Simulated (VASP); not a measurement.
Runs of VASP 6.6.1 on CuI (Marshite). The structure is cubic, space group F-43m (No. 216). The conventional cell has a = 6.063 Å, b = 6.063 Å, c = 6.063 Å, α = 90.00°, β = 90.00°, γ = 90.00°. Cu (site symmetry -43m) has 4 I at 2.63 Å as nearest neighbours. I (site symmetry -43m) has 4 Cu at 2.63 Å as nearest neighbours. 

| task | cell | gap on the mesh (eV) | pressure (GPa) |
| --- | --- | --- | --- |
| relaxation of the atoms | atoms relaxed from: a relaxed cell with its volume scaled by 0.96 | 1.31 | 2.2 |
| relaxation of the atoms | atoms relaxed from: a relaxed cell with its volume scaled by 0.98 | (a) | 1.0 |
| relaxation of the atoms | atoms relaxed from: a relaxed cell with its volume scaled by 1.04 | (b) | -1.8 |
| relaxation of the atoms | atoms relaxed from: a relaxed cell with its volume scaled by 1.06 | 1.03 | -2.5 |
| relaxation of cell and atoms | relaxed | 1.19 | -0.1 |
| relaxation of the atoms | atoms relaxed from: a relaxed cell with its volume scaled by 0.94 | 1.37 | 3.5 |
| relaxation of the atoms | atoms relaxed from: a relaxed cell with its volume scaled by 1.02 | 1.13 | -1.0 |

Alike in all rows: level PBEsol; potentials or basis VASP PAW PBE potentials, release 64 (Cu, I); no spin polarisation; k mesh 8 × 8 × 8; cutoff (eV) 600; smearing gaussian 0.03 eV.

Estimate the missing entries.

(a) 1.25; (b) 1.08.

Caveats: the PAW data sets were made with another functional, which shifts forces and pressure a little; spin-orbit coupling is left out, which moves the levels of the heavy elements; the relaxation stopped at its first step, so nothing moved (some runs).

A k mesh can miss the band edges, and the runs leave out spin-orbit coupling on I.
